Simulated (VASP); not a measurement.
A run of VASP 6.6.1:

INCAR

```
ALGO     = Fast           # electronic algorithm
DIPOL    = 0.5 0.5 0.500
EDIFF    = 1E-6           # SCF threshold, eV
EDIFFG   = -0.01          # ionic threshold
ENCUT    = 520            # plane-wave cutoff, eV
GGA      = PE             # functional
IBRION   = 2              # ionic algorithm
IDIPOL   = 3            
ISIF     = 2              # what is computed and relaxed
ISMEAR   = 0              # smearing method
KPAR     = 4            
LASPH    = True           # aspherical terms in the spheres
LCHARG   = False          # write CHGCAR
LDIPOL   = True         
LREAL    = False          # projectors in reciprocal space
LWAVE    = False          # write WAVECAR
NELM     = 120            # most SCF steps
NSW      = 90             # ionic steps
PREC     = Accurate       # precision mode
SIGMA    = 0.03           # smearing width, eV
```

The input KPOINTS:

```
k-points
0
Gamma
  4 7 1
```

File POSCAR:

```
Si
1.0
    7.7337965900      0.0000000000      0.0000000000
    0.0000000000      3.8668983000      0.0000000000
    0.0000000000      0.0000000000     29.4357750000
Si
12
Direct
   -0.0930978700      0.0000000000      0.3940782900
    0.5930978700      1.0000000000      0.3736949300
    0.5000000000      0.5000000000      0.4303319700
    0.0000000000      0.5000000000      0.4303319700
    0.2500000000      0.5000000000      0.4767773200
    0.7500000000      0.5000000000      0.4767773200
    0.7500000000      1.0000000000      0.5232226800
    0.2500000000      0.0000000000      0.5232226800
    0.5000000000      0.0000000000      0.5696680300
    0.0000000000      0.0000000000      0.5696680300
   -0.0930978700      0.5000000000      0.6059217100
    0.5930978700      0.5000000000      0.6263050700
```

Potentials or basis: VASP PAW PBE potentials, release 64 (Si).

Run with:

```bash
$ cat potpaw_PBE.64/Si/POTCAR > POTCAR
$ mpirun -np 4 vasp_std > vasp.out
```

Hardware: 4 MPI ranks on Intel(R) Xeon(R) Platinum 8488C (Sapphire Rapids), on a shared host.

Estimate the wall time of this run.

It took 39 min on 4 MPI ranks on Intel(R) Xeon(R) Platinum 8488C (Sapphire Rapids) (shared host), peak memory 1 GiB a rank. Counts: scf iterations 249, k points 12, ion steps 31.
